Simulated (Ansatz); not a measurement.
## In: the change of energy less free atoms and pressure with volume scale

Results calculated with Ansatz 0.2.0, not measured. Periodic Kohn-Sham DFT of a crystal at fixed atoms, scaled to volume_scale times the given cell; pressure positive in compression, energy less spherical unpolarised free atoms, largest_vzz the field gradient of largest size among the nuclei.

The cell before it is scaled or strained (space group I4/mmm, No. 139):
```
In
1.0
     -1.6947     1.6947     2.2974
      1.6947    -1.6947     2.2974
      1.6947     1.6947    -2.2974
In
1
Direct
  0.00000 0.00000 0.00000
```

Settings of every row: method all-electron LAPW; functional PBE; relativity scalar; k mesh 17x17x17; filling fermi-dirac; smearing width 0.03 eV; basis error target 0.5 meV/atom; nucleus gaussian.

Atom start moment: 0 on all atoms.

```csv
row,volume scale,V (Å³/atom),energy less free atoms (eV/atom),pressure (GPa)
1,0.9405,24.822,-2.5127,4.737
2,0.98,25.865,-2.536,2.524
3,1,26.393,-2.5428,1.586
4,1.02,26.92,?,?
5,1.06,27.976,-2.5468,-0.628
```

Question: what energy less free atoms and pressure should row 4 give?

Worked fit of energy less free atoms. Take u = (V_r/V)^(2/3) − 1 with V_r = 26.129 Å³ an atom, which is twice the finite (Eulerian) strain; such expansions in the strain, on which the Birch-Murnaghan equation of state is built, carry the rest volume and the bulk modulus. The shown rows have u = 0.0348, 0.00679, -0.00668, -0.04451. Least squares give energy less free atoms = −2.53978 + 0.5059 × u + 7.824 × u² eV/atom; a straight line predicts inner rows, each left out in turn, worse (root mean square 0.008 against 2.7e-05 eV/atom). All shown rows lie on it to the printed digit. Its lowest point lies at u = -0.0323, or V = 27.45 Å³ an atom, and the curvature there gives the bulk modulus at fixed shape and fractions, B = (4/9)(1 + u)² E″(u)/V = 38 GPa. Letting shape and atoms relax would as a rule lower it, by much in layered, chain or molecular crystals. The withheld row has u = -0.01969, so the fit gives −2.53978 + 0.5059 × (-0.01969) + 7.824 × (-0.01969)² = -2.5467 eV/atom.

The calculation gave -2.5466 eV/atom. The fit lies 0.0001 eV/atom (0.29 % of the column's range) below it, one unit of the last digit.

Worked fit of pressure. Take u = (V_r/V)^(2/3) − 1 with V_r = 26.129 Å³ an atom, which is twice the finite (Eulerian) strain; such expansions in the strain, on which the Birch-Murnaghan equation of state is built, carry the rest volume and the bulk modulus. The shown rows have u = 0.0348, 0.00679, -0.00668, -0.04451. Least squares give pressure = 2.0412 + 69.783 × u + 220.56 × u² GPa; a straight line predicts inner rows, each left out in turn, worse (root mean square 0.22 against 0.0024 GPa). The rows lie off it by 0.000, -0.001, 0.001, 0.000. The pressure vanishes at u = -0.0326, or V = 27.46 Å³ an atom, and there the bulk modulus at fixed shape and fractions is B = −V dP/dV = (2/3)(1 + u) dP/du = 35.7 GPa. Letting shape and atoms relax would as a rule lower it, by much in layered, chain or molecular crystals. The withheld row has u = -0.01969, so the fit gives 2.0412 + 69.783 × (-0.01969) + 220.56 × (-0.01969)² = 0.753 GPa.

The calculation gave 0.756 GPa. The fit lies 0.003 GPa (0.056 % of the column's range) below it; its largest miss of a shown row is 0.001 GPa.
